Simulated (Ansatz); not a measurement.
**5 guesses for WSe2 and where they end**

Method: DFT PBE, scalar-relativistic, plane waves, PAW (Ansatz 0.2.0). All cells share a 420 eV cutoff and Γ-centred k meshes spaced at most about 0.3 Å⁻¹ (about 0.25 or finer for metals, 2π included). No spin polarisation in the final relaxations.

Each guess was relaxed in cell and atoms at zero pressure, within the symmetry of its start. Temperature and zero-point effects are left out. Coordination counts Se atoms around W (those within 1.25 times the shortest such distance or 1.15 times the sum of covalent radii; a plus sign parts nearer from farther groups).

```csv
guess,made from,start group,V start (Å³/atom),end group,V end (Å³/atom),coordination at the end,gap on mesh (eV),E over the lowest end (meV/atom)
1,random cell,P6mm,25.6,?,?,?,?,?
2,a Materials Project cell,P-3m1,38.2,P-3m1,39.5,W 6,1.54,1
3,random cell,P3m1,28.1,P-3m1,23.2,W 6,0,257
4,a cell as deposited in COD,P6_3/mmc,20.3,P6_3/mmc (2H molybdenite),24.3,W 6,1.48,0
5,a Materials Project cell,P-6m2,52.9,P-6m2,53.0,W 6,1.55,2
```

Guess 1 as it starts:

```
W Se
1.0
     4.43575    0.00000    0.00000
    -2.21787    3.84147    0.00000
     0.00000    0.00000    9.00343
W Se
2 4
Direct
  0.33333 0.66667 0.90710
  0.66667 0.33333 0.90710
  0.00000 0.00000 0.88771
  0.50000 0.00000 0.24286
  0.00000 0.50000 0.24286
  0.50000 0.50000 0.24286
```

Task: Fill in the missing row: what does this guess relax into, and where does it rank?

Result: It ends in space group P6mm (No. 183), with a = 5.200 Å, c = 5.852 Å, 22.8 Å³/atom and no gap. It lies 1.41 eV/atom over the lowest end, above guess 3 and so the highest of the set. Counting Se atoms around W, this end has W 3+3 and the lowest (guess 4) has W 6. This end holds Se–Se nets (shortest 2.60 Å); in the lowest (guess 4) the shortest Se–Se distance is 3.32 Å.

```cif
data_structure
_symmetry_space_group_name_H-M 'P6mm'
_symmetry_Int_Tables_number 183
_cell_length_a 5.2003
_cell_length_b 5.2003
_cell_length_c 5.8517
_cell_angle_alpha 90.000
_cell_angle_beta 90.000
_cell_angle_gamma 120.000
_cell_volume 137.05
loop_
_atom_site_label
_atom_site_type_symbol
_atom_site_symmetry_multiplicity
_atom_site_Wyckoff_symbol
_atom_site_fract_x
_atom_site_fract_y
_atom_site_fract_z
_atom_site_occupancy
W1 W 2 b 0.33333 0.66667 0.91759 1
Se1 Se 1 a 0.00000 0.00000 0.78234 1
Se2 Se 3 c 0.50000 0.00000 0.27099 1
```

Energies over the elements count from the elements' standard structures at the same level, with no fitted energy shifts.

Task: Is the lowest end bound against the elements?

Result: Yes: its formation energy is −0.561 eV/atom. A negative formation energy is needed for stability but isn't enough: competing phases decide.

For metals, differences of a few meV/atom aren't resolved. Weakly bound directions are ill-defined at this level, which has no dispersion term (P6_3/mmc, P-3m1 at 39.5 Å³/atom, P-6m2, P-3m1 at 23.2 Å³/atom, P6mm), and this can change margins and order among such cells. Spin–orbit coupling, which can matter for W, is left out. Kohn–Sham gaps at this level usually fall short of measured ones. A magnetic state wasn't ruled out in cells without spin, among them P-3m1 at 23.2 Å³/atom. The reference form of Se is held partly by dispersion forces, which this level lacks. Cells relaxed within their symmetry can be saddle points. Some candidate types were left out of the draw beforehand, so a known form may be missing.
